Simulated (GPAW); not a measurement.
Crystal: NiO.

```xyz
2
Lattice="0.0000 2.0859 2.0859 2.0859 0.0000 2.0859 2.0859 2.0859 0.0000" Properties=species:S:1:pos:R:3 pbc="T T T"
Ni    0.0000    0.0000    0.0000
O     2.0859    2.0859    2.0859
```

* Program: GPAW 26.7.0
* Task: relaxation of cell and atoms
* Functional: PBEsol
* Dispersion: D3(BJ)
* Potentials or basis: PAW data sets generated in the run's folder for this functional
* Cutoff: 800 eV
* Basis: pw
* k mesh: 9 × 9 × 9
* Occupations: fermi-dirac, width 0.05 eV
* Spin: collinear spin, ferromagnetic start
* Starting moments: [1.0, 0.0] μB

At the start: pressure -7.1 GPa; volume 9.08 Å³/atom.

**Question.** Where does the relaxation end?

**Answer.** Over 4 steps the energy falls by 7.1 meV/atom and the volume is 8.78 Å³/atom (-3.2 %); space group Fm-3m (No. 225, to 0.05 Å); moment 1.06 μB per cell.

The path:
| step | energy change (eV) | largest force (eV/Å) | pressure (GPa) | volume (Å³) |
| --- | --- | --- | --- | --- |
| 1 | 0.0000 | 0.0000 | -7.09 | 18.15 |
| 2 | -0.0065 | 0.0000 | -5.48 | 18.00 |
| 3 | -0.0139 | 0.0000 | 1.00 | 17.50 |
| 4 | -0.0141 | 0.0000 | -0.01 | 17.57 |

Final structure:
```
Ni O
1.0
     0.00000    2.06337    2.06337
     2.06337    0.00000    2.06337
     2.06337    2.06337    0.00000
Ni O
1 1
Cartesian
  0.0000 0.0000 0.0000
  2.0634 2.0634 2.0634
```

Caveat: each step starts from the last one's moments, so a moment once lost doesn't come back; the stock nickel data set gives pressures a few GPa off other programs; later steps reuse the first step's grids; a cell with one magnetic atom can't hold antiferromagnetic order, which such compounds often take; pairwise dispersion overbinds metals, which lowers pressure and volume.
